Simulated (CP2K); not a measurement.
# BaTiO3 (P4mm) in CP2K: notebook, part 2 of 4

CP2K 2026.2. The steps go on from the part before.

### 3 Band structure, PBE

batio3_bands.inp reads:

```
&GLOBAL
  PROJECT batio3_bands
  RUN_TYPE ENERGY_FORCE
  PRINT_LEVEL LOW
&END GLOBAL
&FORCE_EVAL
  METHOD QS
  STRESS_TENSOR ANALYTICAL
  &DFT
    BASIS_SET_FILE_NAME BASIS_MOLOPT
    POTENTIAL_FILE_NAME GTH_POTENTIALS
    &MGRID
      CUTOFF 700
      REL_CUTOFF 60
      NGRIDS 4
    &END MGRID
    &QS
      METHOD GPW
      EPS_DEFAULT 1.0E-9
    &END QS
    &KPOINTS
      SCHEME MONKHORST-PACK 7 7 7
      GAMMA_CENTERED T
      SYMMETRY T
      SYMMETRY_BACKEND SPGLIB
    &END KPOINTS
    &SCF
      SCF_GUESS ATOMIC
      EPS_SCF 1.0E-6
      MAX_SCF 100
      ADDED_MOS 19
      CHOLESKY OFF
      EPS_EIGVAL 1.0E-7
      &DIAGONALIZATION ON
        ALGORITHM STANDARD
      &END DIAGONALIZATION
      &MIXING ON
        METHOD BROYDEN_MIXING
        ALPHA 0.4
        BETA 1.5
        NBUFFER 8
      &END MIXING
      &SMEAR ON
        METHOD FERMI_DIRAC
        ELECTRONIC_TEMPERATURE [K] 580.226
      &END SMEAR
    &END SCF
    &XC
      &XC_FUNCTIONAL
        &GGA_X_PBE
        &END GGA_X_PBE
        &GGA_C_PBE
        &END GGA_C_PBE
      &END XC_FUNCTIONAL
    &END XC
    &PRINT
      &KPOINTS ON
      &END KPOINTS
      &MULLIKEN ON
      &END MULLIKEN
      &MO ON
        ENERGIES T
        OCCUPATION_NUMBERS T
        &EACH
          QS_SCF 0
        &END EACH
        ADD_LAST NUMERIC
      &END MO
      &BAND_STRUCTURE
        FILE_NAME bands.bs
        ADDED_MOS 4
        &KPOINT_SET
          UNITS B_VECTOR
          NPOINTS 8
          SPECIAL_POINT GAMMA 0.00000000 0.00000000 0.00000000
          SPECIAL_POINT X 0.00000000 0.50000000 0.00000000
          SPECIAL_POINT M 0.50000000 0.50000000 0.00000000
          SPECIAL_POINT GAMMA 0.00000000 0.00000000 0.00000000
          SPECIAL_POINT Z 0.00000000 0.00000000 0.50000000
          SPECIAL_POINT R 0.00000000 0.50000000 0.50000000
          SPECIAL_POINT A 0.50000000 0.50000000 0.50000000
          SPECIAL_POINT Z 0.00000000 0.00000000 0.50000000
        &END KPOINT_SET
        &KPOINT_SET
          UNITS B_VECTOR
          NPOINTS 8
          SPECIAL_POINT X 0.00000000 0.50000000 0.00000000
          SPECIAL_POINT R 0.00000000 0.50000000 0.50000000
        &END KPOINT_SET
        &KPOINT_SET
          UNITS B_VECTOR
          NPOINTS 8
          SPECIAL_POINT M 0.50000000 0.50000000 0.00000000
          SPECIAL_POINT A 0.50000000 0.50000000 0.50000000
        &END KPOINT_SET
      &END BAND_STRUCTURE
    &END PRINT
  &END DFT
  &SUBSYS
    &CELL
      A 3.9998000000 0.0000000000 0.0000000000
      B 0.0000000000 3.9998000000 0.0000000000
      C 0.0000000000 0.0000000000 4.0180000000
      PERIODIC XYZ
    &END CELL
    &COORD
      Ba  0.0000000000 0.0000000000 0.0000000000
      Ti  1.9999000000 1.9999000000 1.9688200000
      O   0.0000000000 1.9999000000 2.0773060000
      O   1.9999000000 0.0000000000 2.0773060000
      O   1.9999000000 1.9999000000 0.0763420000
    &END COORD
    &KIND Ba
      BASIS_SET DZVP-MOLOPT-SR-GTH-q10
      POTENTIAL GTH-PBE-q10
    &END KIND
    &KIND Ti
      BASIS_SET DZVP-MOLOPT-SR-GTH-q12
      POTENTIAL GTH-PBE-q12
    &END KIND
    &KIND O
      BASIS_SET DZVP-MOLOPT-SR-GTH-q6
      POTENTIAL GTH-PBE-q6
    &END KIND
    &PRINT
      &ATOMIC_COORDINATES ON
      &END ATOMIC_COORDINATES
      &CELL ON
      &END CELL
      &SYMMETRY ON
      &END SYMMETRY
    &END PRINT
  &END SUBSYS
  &PRINT
    &FORCES ON
    &END FORCES
    &STRESS_TENSOR ON
    &END STRESS_TENSOR
  &END PRINT
&END FORCE_EVAL
```

Potentials or basis: GTH_POTENTIALS Ba GTH-PBE-q10, Ti GTH-PBE-q12, O GTH-PBE-q6; DZVP-MOLOPT-SR-GTH basis.

Started as:

```bash
OMP_NUM_THREADS=1 cp2k.psmp -i batio3_bands.inp -o batio3_bands.out
```

batio3_bands.out:

```text

 CP2K| version string:                                       CP2K version 2026.2
 CP2K| Input file name                                          batio3_bands.inp

 GLOBAL| Force Environment number                                              1
 GLOBAL| Basis set file name                                        BASIS_MOLOPT
 GLOBAL| Potential file name                                      GTH_POTENTIALS
 GLOBAL| MM Potential file name                                     MM_POTENTIAL
 GLOBAL| Coordinate file name                                      __STD_INPUT__
 GLOBAL| Method name                                                        CP2K
 GLOBAL| Project name                                               batio3_bands
 GLOBAL| Run type                                                   ENERGY_FORCE
 GLOBAL| FFT library                                                       FFTW3
 GLOBAL| Diagonalization library                                       ScaLAPACK
 GLOBAL| Cholesky decomposition library                                ScaLAPACK
 GLOBAL| DGEMM library                                                      BLAS
 GLOBAL| Direct generalized diagonalization requested                          F
 GLOBAL| Matrix multiplication library                                 ScaLAPACK
 GLOBAL| Global print level                                                  LOW
 GLOBAL| Total number of message passing processes                             1
 GLOBAL| Number of threads for this process                                    1
 GLOBAL| CPU model name                                 Intel(R) Xeon(R) 6975P-C

 CELL| Volume [angstrom^3]:                                            64.281571
 CELL| Vector a [angstrom]:       4.000     0.000     0.000   |a| =     3.999800
[... 838 lines left out ...]
 KPOINTS| Special point     4       GAMMA     0.000000     0.000000     0.000000
 KPOINTS| Special point     5           Z     0.000000     0.000000     0.500000
 KPOINTS| Special point     6           R     0.000000     0.500000     0.500000
 KPOINTS| Special point     7           A     0.500000     0.500000     0.500000
 KPOINTS| Special point     8           Z     0.000000     0.000000     0.500000
 KPOINTS| Number of k-points in set    2                                       9
 KPOINTS| In units of b-vector [2pi/Bohr]
 KPOINTS| Special point     1           X     0.000000     0.500000     0.000000
 KPOINTS| Special point     2           R     0.000000     0.500000     0.500000
 KPOINTS| Number of k-points in set    3                                       9
 KPOINTS| In units of b-vector [2pi/Bohr]
 KPOINTS| Special point     1           M     0.500000     0.500000     0.000000
 KPOINTS| Special point     2           A     0.500000     0.500000     0.500000

 ENERGY| Total FORCE_EVAL ( QS ) energy [hartree]           -132.122719298582041

 FORCES| Atomic forces [hartree/bohr]
 FORCES|   Atom     x               y               z               |f|
 FORCES|      1 -1.71651062E-09 -1.71632252E-09  1.79425672E-03   1.79425672E-03
 FORCES|      2  2.08090622E-08  2.08042588E-08 -3.38480498E-03   3.38480498E-03
 FORCES|      3  2.93156994E-09  1.28886747E-09 -2.97435622E-03   2.97435622E-03
 FORCES|      4  1.28827473E-09  2.92596665E-09 -2.97435278E-03   2.97435278E-03
 FORCES|      5  1.15402920E-09  1.16374527E-09  5.57312397E-03   5.57312397E-03
 FORCES| Sum     2.44664255E-08  2.44665157E-08 -1.96613329E-03
 FORCES| Total atomic force                                       1.96613330E-03

 STRESS| Analytical stress tensor [bar]
 STRESS|                        x                   y                   z
 STRESS|      x        4.23597261112E+04   4.35447101796E-03   1.11738329759E-03
 STRESS|      y        4.35447101796E-03   4.23597721988E+04   1.11110233676E-03
 STRESS|      z        1.11738329759E-03   1.11110233676E-03   5.12111240461E+04
 STRESS| 1/3 Trace                                             4.53102074520E+04
 STRESS| Determinant                                           9.18905958556E+13

 STRESS| Eigenvectors and eigenvalues of the analytical stress tensor [bar]
 STRESS|                        1                   2                   3
 STRESS| Eigenvalues   4.23597257034E+04   4.23597726066E+04   5.12111240461E+04
 STRESS|      x           0.995643128698      0.093245698435      0.000000126238
 STRESS|      y          -0.093245698435      0.995643128698      0.000000125529
 STRESS|      z          -0.000000113983     -0.000000136753      1.000000000000
```

bands.bs:

```text
# Set 1: 8 special points, 57 k-points, 43 bands
#  Special point 1          0.00000000     0.00000000     0.00000000  GAMMA
#  Special point 2          0.00000000     0.50000000     0.00000000  X
#  Special point 3          0.50000000     0.50000000     0.00000000  M
#  Special point 4          0.00000000     0.00000000     0.00000000  GAMMA
#  Special point 5          0.00000000     0.00000000     0.50000000  Z
#  Special point 6          0.00000000     0.50000000     0.50000000  R
#  Special point 7          0.50000000     0.50000000     0.50000000  A
#  Special point 8          0.00000000     0.00000000     0.50000000  Z
#  Point 1      Spin 1:     0.00000000     0.00000000     0.00000000       0.01754386
#   Band    Energy [eV]     Occupation
       1   -49.68584428     2.00000000
       2   -24.42722955     2.00000000
       3   -24.39591566     2.00000000
       4   -24.39591565     2.00000000
       5   -16.80769208     2.00000000
       6    -8.61384988     2.00000000
[... 1472 lines left out ...]
      39    31.02307276     0.00000000
      40    31.66983316     0.00000000
      41    40.770
```

Wall time 41 s (1 thread of Intel Xeon 6975P-C (Granite Rapids), shared host); peak memory 0.5 GiB.

Results:

* Free energy: -3595.2420 eV
* Pressure: 4.5 GPa
* Band gap on the k mesh: 1.80 eV, indirect (least direct gap 2.02 eV)
* Band gap along the path: 1.70 eV, indirect (least direct gap 2.02 eV)
* Mulliken charges: Ba +1.45; Ti +0.58; O -0.68, -0.66 e

Levels at the corners of the path, in eV from the valence-band top:
```
point  band 18  band 19  band 20  band 21  band 22  band 23
    Γ    -0.34    -0.32    -0.32     1.70     1.92     1.92
    X    -1.77    -0.99    -0.89     2.08     3.43     3.47
    M    -1.00    -1.00    -0.11     3.48     3.48     3.91
    Γ    -0.34    -0.32    -0.32     1.70     1.92     1.92
    Z    -1.98    -0.74    -0.74     1.89     3.49     3.49
    R    -0.93    -0.91    -0.19     3.45     3.50     3.89
    A    -0.09    -0.09     0.00     4.09     4.09     4.10
    Z    -1.98    -0.74    -0.74     1.89     3.49     3.49
    X    -1.77    -0.99    -0.89     2.08     3.43     3.47
    R    -0.93    -0.91    -0.19     3.45     3.50     3.89
    M    -1.00    -1.00    -0.11     3.48     3.48     3.91
    A    -0.09    -0.09     0.00     4.09     4.09     4.10
```

Caveat: Mulliken charges move with the basis; spin-orbit coupling is left out, which moves the levels of the heavy elements; the mesh misses the band edges, which the band path finds closer together; the basis of atomic orbitals isn't converged, which shifts pressures, moduli and gaps. A hybrid or GW would open this gap; PBE tends to underestimate it.

(Part 2 of 4 ends here.)
